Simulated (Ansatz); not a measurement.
AlV2C:

```xyz
8
Lattice="2.8876 0.0000 0.0000 -1.4438 2.5007 0.0000 0.0000 0.0000 13.1048" Properties=species:S:1:pos:R:3 pbc="T T T"
V     0.0000    1.6672   11.9728
V     1.4438    0.8336    1.1320
V     1.4438    0.8336    5.4204
V     0.0000    1.6672    7.6845
Al    1.4438    0.8336    9.8286
Al    0.0000    1.6672    3.2762
C     0.0000    0.0000    6.5524
C     0.0000    0.0000    0.0000
```

The cell comes from a database or a generator and needn't be the stable form of this composition.

Base run:

```yaml
Program: Ansatz 0.2.0
Functional: r2SCAN
Potentials_or_basis: Ansatz PAW
Cutoff: 500 eV
Density_cutoff: 2000 eV
k_mesh: 11 × 11 × 2
Occupations: fermi-dirac, width 0.05 eV
Spin: collinear spin, ferromagnetic start
Starting_moments: "[2.0, 2.0, 2.0, 2.0, 0.0, 0.0, 0.0, 0.0] μB"
```

Its results: band gap on the k mesh none (metal or under the smearing width); pressure -0.8 GPa; net moment 0.00 μB per cell; largest force 0.223 eV/Å.

Question: The run is repeated on the same cell with these changes: functional from r2SCAN to LDA; cutoff from 500 eV to 420 eV; density cutoff from 2000 eV to 1680 eV. What comes out?

Answer: Band gap on the k mesh none (metal or under the smearing width); pressure -8.8 GPa; net moment 0.00 μB per cell; largest force 0.655 eV/Å.

Caveats: the PAW data sets come from PBE, with cores solved anew for the run's functional, which leaves a small shift of forces and pressure; the magnetic or orbital state may not be the lowest (some runs).

Not every run made on this cell is shown here.
